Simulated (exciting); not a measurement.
# PbSe (Clausthalite) (Fm-3m) in exciting: single point with PBE

Aim: the single point of PbSe (Clausthalite) with PBE.

Everything below comes from runs of exciting (release sodium). Logs are shortened: lines on timing, memory, paths and dates and some standing lists are left out, and cuts for length are marked.

**What was measured.**

A printed reference work, monograph reports, for a bulk crystal of PbSe at 4.2 K: band gap 0.15 eV (direct).

The results are compared with them further down.

## 1. The structure

It takes space group Fm-3m (No. 225, cubic). Conventional cell: a = 6.121 Å, b = 6.121 Å, c = 6.121 Å, α = 90.00°, β = 90.00°, γ = 90.00°. Pb (site symmetry m-3m) is surrounded by 6 Se at 3.06 Å. Se (site symmetry m-3m) is surrounded by 6 Pb at 3.06 Å.

## 2. Single point, PBE

File input.xml:

```xml
<input>
  <title>PbSe</title>
  <structure speciespath="./" tshift="false">
    <crystal scale="1">
      <basevect>0.000000000000 5.783790263336 5.783790263336</basevect>
      <basevect>5.783790263336 0.000000000000 5.783790263336</basevect>
      <basevect>5.783790263336 5.783790263336 0.000000000000</basevect>
    </crystal>
    <species speciesfile="Pb.xml" rmt="2.3">
      <atom coord="0.000000000000 0.000000000000 0.000000000000"/>
    </species>
    <species speciesfile="Se.xml" rmt="2">
      <atom coord="0.500000000000 0.500000000000 0.500000000000"/>
    </species>
  </structure>
  <groundstate do="fromscratch" ngridk="8 8 8" rgkmax="9" gmaxvr="14" lmaxapw="10" lmaxmat="10" lmaxvr="8" xctype="GGA_PBE" stype="Gaussian" swidth="0.00040424" nempty="10" ValenceRelativity="iora*" epsengy="1e-05" epspot="1e-05" maxscl="60" tforce="true" outputlevel="high"/>
</input>
```

Potentials or basis: all-electron LAPW+lo, shipped species files, valence relativity iora*.

The run is started by

```console
OMP_NUM_THREADS=1 exciting_smp
```

INFO.OUT:

```text
================================================================================
EXCITING SODIUM started
[... 10 lines left out ...]

 Lattice vectors (cartesian) :
      0.0000000000      5.7837902633      5.7837902633
      5.7837902633      0.0000000000      5.7837902633
      5.7837902633      5.7837902633      0.0000000000

 Reciprocal lattice vectors (cartesian) :
     -0.5431719531      0.5431719531      0.5431719531
      0.5431719531     -0.5431719531      0.5431719531
      0.5431719531      0.5431719531     -0.5431719531

 Unit cell volume                           :     386.9613621269
 Brillouin zone volume                      :       0.6410206230

 Species :    1 (Pb)
     parameters loaded from                 :    Pb.xml
     name                                   :    lead
     nuclear charge                         :     -82.00000000
     electronic charge                      :      82.00000000
     atomic mass                            :  377702.49410000
     muffin-tin radius                      :       2.30000000
     # of radial points in muffin-tin       :     450

     atomic positions (lattice) :
       1 :   0.00000000  0.00000000  0.00000000

 Species :    2 (Se)
     parameters loaded from                 :    Se.xml
     name                                   :    selenium
     nuclear charge                         :     -34.00000000
     electronic charge                      :      34.00000000
     atomic mass                            :  143935.27480000
     muffin-tin radius                      :       2.00000000
     # of radial points in muffin-tin       :     350

     atomic positions (lattice) :
       1 :   0.50000000  0.50000000  0.50000000

 Total number of atoms per unit cell        :       2

 Spin treatment                             :    spin-unpolarised

 Number of Bravais lattice symmetries       :      48
 Number of crystal symmetries               :      48

 k-point grid                               :       8    8    8
 Total number of k-points                   :      29
 k-point set is reduced with crystal symmetries

 R^MT_min * |G+k|_max (rgkmax)              :       9.00000000
 Species with R^MT_min                      :       2 (Se)
 Maximum |G+k| for APW functions            :       4.50000000
 Maximum |G| for potential and density      :      14.00000000
 Polynomial order for pseudochg. density    :       9

 G-vector grid sizes                        :      40    40    40
 Total number of G-vectors                  :   18053

 Maximum angular momentum used for
     APW functions                          :      10
     computing H and O matrix elements      :      10
     potential and density                  :       8
     inner part of muffin-tin               :       2

 Total nuclear charge                       :    -116.00000000
 Total electronic charge                    :     116.00000000
 Total core charge                          :      86.00000000
 Total valence charge                       :      30.00000000

 Effective Wigner radius, r_s               :       0.92691591

 Number of empty states                     :      10
 Total number of valence states             :      26

 Maximum Hamiltonian size                   :     637
 Maximum number of plane-waves              :     609
 Total number of local-orbitals             :      28

 Exchange-correlation type                  :      20
     Perdew-Burke-Ernzerhof, Phys. Rev. Lett. 77, 3865 (1996)
     Generalised gradient approximation (GGA)

 Smearing scheme                            :    Gaussian
 Smearing width                             :       0.00040424

 Using multisecant Broyden potential mixing
[... 6 lines left out ...]
* Groundstate module started                                                   *
********************************************************************************
 Output level for this task is set to high

++++++++++++++++++++++++++++++++++++++++++++++++++++++++++++++++++++++++++++++++
[... 5 lines left out ...]
+ SCF iteration number :    1                                                  +
++++++++++++++++++++++++++++++++++++++++++++++++++++++++++++++++++++++++++++++++
 Total energy                               :    -23356.78312218
 _______________________________________________________________
 Fermi energy                               :         0.22012904
 Kinetic energy                             :     26861.49008886
 Coulomb energy                             :    -49739.81953774
 Exchange energy                            :      -471.73730386
 Correlation energy                         :        -6.71636944
 Sum of eigenvalues                         :    -14349.81922942
 Effective potential energy                 :    -41211.30931828
 Coulomb potential energy                   :    -40585.73199146
 xc potential energy                        :      -625.57732683
 Hartree energy                             :      7532.00090078
 Electron-nuclear energy                    :    -55649.73379302
 Nuclear-nuclear energy                     :     -1622.08664550
 Madelung energy                            :    -29446.95354201
 Core-electron kinetic energy               :         0.00000000

 DOS at Fermi energy (states/Ha/cell)       :         0.00000000

 Electron charges :
     core                                   :        86.00000000
     core leakage                           :         0.01327495
     valence                                :        30.00000000
     interstitial                           :         5.63284643
     charge in muffin-tin spheres :
                  atom     1    Pb          :        78.91496139
                  atom     2    Se          :        31.45219218
     total charge in muffin-tins            :       110.36715357
     total charge                           :       116.00000000
[... 615 lines left out ...]
 Electron charges :
     core                                   :        86.00000000
     core leakage                           :         0.01308976
     valence                                :        30.00000000
     interstitial                           :         5.74779513
     charge in muffin-tin spheres :
                  atom     1    Pb          :        79.03363531
                  atom     2    Se          :        31.21856957
     total charge in muffin-tins            :       110.25220487
     total charge                           :       116.00000000

 Estimated fundamental gap                  :         0.01058629
        valence-band maximum at    5      0.5000  0.0000  0.0000
     conduction-band minimum at    5      0.5000  0.0000  0.0000

 RMS change in effective potential (target) :  0.272891E-08  ( 0.100000E-04)
 Absolute change in total energy   (target) :  0.253753E-06  ( 0.100000E-04)
 Charge distance                   (target) :  0.403619E-09  ( 0.100000E-04)
 Abs. change in max-nonIBS-force   (target) :   0.00000      ( 0.500000E-04)

++++++++++++++++++++++++++++++++++++++++++++++++++++++++++++++++++++++++++++++++
| Convergency criteria checked for the last 2 iterations                       +
| Convergence targets achieved. Performing final SCF iteration                 +
++++++++++++++++++++++++++++++++++++++++++++++++++++++++++++++++++++++++++++++++
 Total energy                               :    -23358.94159709
 _______________________________________________________________
 Fermi energy                               :         0.22222158
 Kinetic energy                             :     26858.01446329
 Coulomb energy                             :    -49738.56944929
 Exchange energy                            :      -471.66753494
 Correlation energy                         :        -6.71907616
 Sum of eigenvalues                         :    -14350.78081710
 Effective potential energy                 :    -41208.79528039
 Coulomb potential energy                   :    -40583.30483933
 xc potential energy                        :      -625.49044106
 Hartree energy                             :      7533.17796446
 Electron-nuclear energy                    :    -55649.66076825
 Nuclear-nuclear energy                     :     -1622.08664550
 Madelung energy                            :    -29446.91702962
 Core-electron kinetic energy               :         0.00000000

 DOS at Fermi energy (states/Ha/cell)       :         0.00000000

 Electron charges :
     core                                   :        86.00000000
     core leakage                           :         0.01308976
     valence                                :        30.00000000
     interstitial                           :         5.74779513
     charge in muffin-tin spheres :
                  atom     1    Pb          :        79.03363531
                  atom     2    Se          :        31.21856957
     total charge in muffin-tins            :       110.25220487
     total charge                           :       116.00000000

 Estimated fundamental gap                  :         0.01058629
        valence-band maximum at    5      0.5000  0.0000  0.0000
     conduction-band minimum at    5      0.5000  0.0000  0.0000

++++++++++++++++++++++++++++++++++++++++++++++++++++++++++++++++++++++++++++++++
+ Self-consistent loop stopped                                                 +
++++++++++++++++++++++++++++++++++++++++++++++++++++++++++++++++++++++++++++++++
 STATE.OUT is written

--------------------------------------------------------------------------------
- Writing atomic positions and forces                                          -
--------------------------------------------------------------------------------

 Atomic positions (lattice) :
 atom     1  Pb  :     0.00000000    0.00000000    0.00000000
 atom     2  Se  :     0.50000000    0.50000000    0.50000000

 Total atomic forces including IBS (cartesian) :
 atom     1  Pb  :    -0.00000000    0.00000000    0.00000000
 atom     2  Se  :     0.00000000   -0.00000000   -0.00000000

 Atomic force components including IBS (cartesian) :
 atom     1  Pb  :     0.00000000    0.00000000   -0.00000000   HF force
                 :     0.00000000   -0.00000000   -0.00000000   core correction
                 :     0.00000000    0.00000000    0.00000000   IBS correction
 atom     2  Se  :    -0.00000000   -0.00000000    0.00000000   HF force
                 :    -0.00000000    0.00000000    0.00000000   core correction
                 :    -0.00000000   -0.00000000   -0.00000000   IBS correction

********************************************************************************
* Groundstate module stopped                                                   *
********************************************************************************

================================================================================
| EXCITING SODIUM stopped                                                      =
================================================================================
```

It took 3.8 min on 1 thread of Arm Neoverse V2, shared host; peak memory 0.15 GiB.

Results:

| Item | Value |
| --- | --- |
| Free energy | -635629.1821 eV |
| Band gap on the k mesh | 0.29 eV, direct |
| All electrons inside the program's atomic spheres | Pb 79.03; Se 31.22 (radii Pb 2.3, Se 2.0 bohr) |

Levels at points of the mesh, in eV from the valence-band top:
| k point | band 13 | band 14 | band 15 | band 16 | band 17 | band 18 |
| --- | --- | --- | --- | --- | --- | --- |
| (0.00, 0.00, 0.00) | -1.88 | -1.88 | -1.88 | 4.70 | 4.70 | 4.70 |
| (0.50, 0.00, 0.00) | -1.47 | -1.47 | 0.00 | 0.29 | 1.69 | 1.69 |
| (0.50, 0.50, 0.00) | -4.98 | -3.24 | -3.24 | 3.71 | 5.60 | 5.60 |

Caveat: spin-orbit coupling is left out, which as a rule narrows the gap of such compounds by several tenths of an eV.

## 3. Comparison with measurements

Step 2. Against the measured gap of PbSe, 0.15 eV (direct; 4.2 K; a printed reference work, monograph), the calculated 0.29 eV is off by +0.14 eV. 2 values of this kind are on record (0.15 to 0.28 eV); this one was drawn at random. Spin-orbit coupling on Pb, Se is left out. The value is that of PBE on a finite k mesh, which can miss the band edges, without temperature or zero-point motion.
